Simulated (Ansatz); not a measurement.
**CoSn: properties at the relaxed cell**

The task here is to estimate one member of a computed series from the others.

Method: DFT PBEsol, scalar-relativistic, plane waves, PAW, in Ansatz 0.2.0.

1 further run of the same task is left out (set aside as unsound or not needed).

### The structure to begin with

Symmetry: P6/mmm, No. 191, hexagonal system. The conventional cell has a = 5.220 Å, b = 5.220 Å, c = 4.168 Å, α = 90.00°, β = 90.00°, γ = 120.00°. Co (site symmetry mmm) has 6 Sn at 2.57 to 2.61 Å and 4 Co at 2.61 Å as nearest neighbours. Around Sn (site symmetry -6m2) lie 6 Co at 2.57 Å. Sn (site symmetry 6/mmm) is surrounded by 6 Co at 2.61 Å.

Coordinates:

```cif
data_structure
_symmetry_space_group_name_H-M 'P6/mmm'
_symmetry_Int_Tables_number 191
_cell_length_a 5.2197
_cell_length_b 5.2197
_cell_length_c 4.1685
_cell_angle_alpha 90.000
_cell_angle_beta 90.000
_cell_angle_gamma 120.000
_cell_volume 98.36
loop_
_atom_site_label
_atom_site_type_symbol
_atom_site_symmetry_multiplicity
_atom_site_Wyckoff_symbol
_atom_site_fract_x
_atom_site_fract_y
_atom_site_fract_z
_atom_site_occupancy
Co1 Co 3 f 0.00000 0.50000 0.00000 1
Sn1 Sn 2 d 0.66667 0.33333 0.50000 1
Sn2 Sn 1 a 0.00000 0.00000 0.00000 1
```

It goes back to an entry of the Materials Project.

It is the result of an earlier relaxation at this level (volume 16.39 Å³/atom; gap on the mesh: none (metal)).

Set-up of the first run:

input.yaml

```yaml
crystal:
  lattice:
    - [5.2197158197, 0.0, 0.0]
    - [-2.6098579099, 4.5204065004, 0.0]
    - [0.0, 0.0, 4.1684718869]
  atoms:
    - { symbol: Co, position: [0.0, 0.5, 0.0] }
    - { symbol: Co, position: [0.5, 0.5, 0.0] }
    - { symbol: Co, position: [0.5, 0.0, 0.0] }
    - { symbol: Sn, position: [0.6666666667, 0.3333333333, 0.5] }
    - { symbol: Sn, position: [0.3333333333, 0.6666666667, 0.5] }
    - { symbol: Sn, position: [0.0, 0.0, 0.0] }
basis:
  ecutwfc: 420
kpoints:
  mp_grid: { grid: [12, 12, 8] }
  band_path:
    path:
      - [[0.0, 0.0, 0.0], [0.5, 0.0, 0.0], [0.33333333, 0.33333333, 0.0], [0.0, 0.0, 0.0], [0.0, 0.0, 0.5], [0.5, 0.0, 0.5], [0.33333333, 0.33333333, 0.5], [0.0, 0.0, 0.5]]
      - [[0.5, 0.0, 0.5], [0.5, 0.0, 0.0]]
      - [[0.33333333, 0.33333333, 0.5], [0.33333333, 0.33333333, 0.0]]
    npoints: 14
hamiltonian:
  xc: pbesol
scf:
  occupations: { method: gaussian, width: 0.1 }
  n_extra_bands: 15
output:
  forces: true
  stress: true
  eigenvalues: true
  populations: true
  dos: { projected: true, de: 0.02, nscf_kmesh: { grid: [18, 18, 12] } }
  bader: true
  write_density: true
  write_potential: true
  elf: true
  volumetric_format: npy
```

Run with:

```console
$ ansatz run input.yaml --threads 2 --pin off --max-ram 5120MiB --backend cpu --events-out ev --progress --plain --runs-dir out
```

Among the steps run: Bands, states and charges; The cell as listed, for comparison; The cell scaled to 0.97 of its volume; The cell scaled to 1.03 of its volume; Volume × 0.94; The cell scaled to 1.06 of its volume; The cell scaled to 0.91 of its volume; Volume × 1.10; Point at V/V0 = 0.88.

One table of the session follows, with a row left open; its other results are not shown here.

It belongs to the step «Fit of the equation of state». 

| volume (Å³/atom) | energy above the lowest point (meV/atom) | pressure (GPa) |
| --- | --- | --- |
| 14.426 | 137.1 | 25.29 |
| 14.917 | 72.2 | 17.22 |
| 15.409 | 30.1 | 10.45 |
| 15.901 | ? | ? |
| 16.393 | 0.0 | -0.02 |
| 16.884 | 6.4 | -4.03 |
| 17.376 | 24.2 | -7.40 |
| 18.032 | 62.3 | -11.05 |

**Question.** Estimate the row for volume (Å³/atom) = 15.901.

Worked estimate for «energy above the lowest point (meV/atom)». A straight line through the neighbours (15.409, 30.1) and (16.393, 0.0) gives 30.1 + (0.0 − 30.1) × (15.901 − 15.409) / (16.393 − 15.409) = 15.1; a parabola fitted to 4 rows on both sides gives 7.0.

**Answer.** energy above the lowest point (meV/atom): 7.0; pressure (GPa): 4.76. In «energy above the lowest point (meV/atom)» the line misses by +8.1 and the parabola by 0.0.

To keep in mind: The final runs have no spin polarisation, so no magnetic state was tried and one may lie lower.
